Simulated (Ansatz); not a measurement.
The computed numbers are results of r²SCAN, scalar-relativistic (no spin polarisation) in the plane-wave PAW code Ansatz at 500 eV, 8×8×8 k-mesh, Gaussian smearing of 0.05 eV; PAW files: Ansatz's generated set soft_2.

A crystal of composition XF2, relaxed at this level of theory, gives this pattern between 10° and 80°.

Cu Kα1 powder pattern (kinematic, no thermal factors).
```
2θ (°)  relative intensity
 26.05                 100
 30.16                  33
 43.18                  56
 51.12                  50
 53.57                  10
 62.72                   9
 69.09                  21
 71.16                  14
 79.19                  19
```

Problem. Which lattice and cell does the pattern come from?

Solution. Cubic, space group Fm-3m (No. 225), a = 5.921 Å, b = 5.921 Å, c = 5.921 Å, α = 90.00°, β = 90.00°, γ = 90.00°. The line positions fix the lattice at most, not the space group, and lines under 1 % of the strongest aren't listed; this is the group of the computed cell.

The calculation on XF2, where X is one element, gave:

```
Band gap                                              : 4.93 eV
Smallest direct gap                                   : 5.07 eV
Bader charges                                         : X 1.62; F -0.81 e
Formation energy from the elements (0 K, uncorrected) : -2.56 eV/atom
Bulk modulus (Birch–Murnaghan)                        : 77 GPa
Pressure derivative B0′                               : 4.7
Shear modulus (Hill)                                  : 25 GPa
Young's modulus                                       : 67 GPa
Poisson's ratio                                       : 0.36
Elastically stable                                    : yes
```

Sites: X on 4a, F on 8c.

Problem. Which element is X?
A. Hg
B. Bi
C. Pb
D. Tl

Solution. C. X is Pb, so the compound is PbF2.

The start was a prototype's sites filled with these elements; the Crystallography Open Database holds the compound in this structure.

Semilocal functionals underestimate band gaps, commonly by a third or more. These numbers lack spin–orbit coupling.
